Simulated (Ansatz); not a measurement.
EuS:

```
Eu S
1.0
     0.00000    2.97850    2.97850
     2.97850    0.00000    2.97850
     2.97850    2.97850    0.00000
Eu S
1 1
Direct
  0.00000 0.00000 0.00000
  0.50000 0.50000 0.50000
```

Base run:

- Program: Ansatz 0.2.0
- Functional: LDA
- Potentials or basis: all-electron LAPW, scalar-relativistic
- Cutoff: 206 eV (chosen from the basis error)
- Basis error allowed: 0.001 eV/atom
- k mesh: 8 × 8 × 8
- Occupations: fermi-dirac, width 0.05 eV
- Spin: collinear spin, ferromagnetic start
- Starting moments: [7.0, 0.0] μB

Its results: pressure -7.3 GPa; net moment 6.96 μB per cell; site moments Eu +6.89; S -0.05 μB.

Question: The run is repeated on the same cell with these changes: functional from LDA to PBEsol. What comes out?

Answer: Pressure -5.4 GPa; net moment 6.98 μB per cell; site moments Eu +6.91; S -0.07 μB.

PBEsol binds less tightly than LDA, so the same cell stands under more pressure.

Caveats: an open f shell can end in a state above the lowest; a cell with one magnetic atom can't hold antiferromagnetic order, which such compounds often take.
